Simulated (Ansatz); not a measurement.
Born–Oppenheimer molecular dynamics of a periodic cell of 18 atoms, C (surface graphene monolayer). It starts from a relaxed structure.

Computed with DFT PBE-D3(BJ), scalar-relativistic, plane waves, PAW in Ansatz 0.2.0. Settings: accuracy low, PAW set soft_1, cutoff 420 eV, k mesh 2x2x1, fermi-dirac smearing 0.05 eV, no spin polarisation.

```json
{
  "ensemble": "NVE (velocity Verlet)",
  "time step": "1 fs",
  "steps asked": "190",
  "starting velocities drawn for": "600 K",
  "seed": "468595"
}
```

First frame:

```xyz
18
Lattice="7.3980 0.0000 0.0000 -3.6990 6.4069 0.0000 0.0000 0.0000 11.0000" Properties=species:S:1:pos:R:3
C 0.000 0.000 1.000
C 1.233 0.712 1.000
C -1.233 2.136 1.000
C 0.000 2.848 1.000
C -2.466 4.271 1.000
C -1.233 4.983 1.000
C 2.466 0.000 1.000
C 3.699 0.712 1.000
C 1.233 2.136 1.000
C 2.466 2.848 1.000
C 0.000 4.271 1.000
C 1.233 4.983 1.000
C 4.932 0.000 1.000
C 6.165 0.712 1.000
C 3.699 2.136 1.000
C 4.932 2.848 1.000
C 2.466 4.271 1.000
C 3.699 4.983 1.000
```

(1) What does the run give?

(2) What happens to the structure?

(3) How do temperature and energy run in time?

Results:

(1) The run went to its last step.

```yaml
steps_done: 190
time_covered: 190 fs
mean_temperature_over_the_second_half: 300 K
spread_of_the_potential_energy_over_the_second_half: 9.5 meV per atom
mean_potential_energy_of_the_second_half_above_the_start: 36.9 meV per atom
```

The conserved energy stayed within 0.49 meV per atom of its start (net change 0.45 meV per atom), so the integration is sound. The temperature averaged 0.50 of the 600 K drawn at the start: a run that starts near a minimum puts about half its kinetic energy into the potential. A run of 0.19 ps of so small a system gives no equilibrium averages. Limits of this set-up: coarse k mesh, slab without dipole correction, low accuracy level.

(2) Mean squared displacements from the first frame to the last, about the centre of mass: C 0.00 Å². Another seed would give other details.

(3) 
| time (fs) | T (K) | potential energy less start (eV) | conserved less start (meV/atom) |
| --- | --- | --- | --- |
| 0.0 | 600 | 0.000 | 0.00 |
| 15.0 | 282 | 0.704 | 0.28 |
| 30.0 | 309 | 0.644 | 0.31 |
| 45.0 | 302 | 0.658 | 0.20 |
| 60.0 | 318 | 0.626 | 0.39 |
| 75.0 | 156 | 0.983 | 0.40 |
| 90.0 | 277 | 0.715 | 0.36 |
| 105.0 | 189 | 0.911 | 0.40 |
| 120.0 | 362 | 0.527 | 0.20 |
| 135.0 | 351 | 0.552 | 0.31 |
| 150.0 | 390 | 0.465 | 0.19 |
| 165.0 | 348 | 0.556 | 0.12 |
| 180.0 | 344 | 0.569 | 0.37 |

Time of the run: 14 min on 1 thread of Arm Neoverse V1 (shared host), peak memory 0.64 GiB.
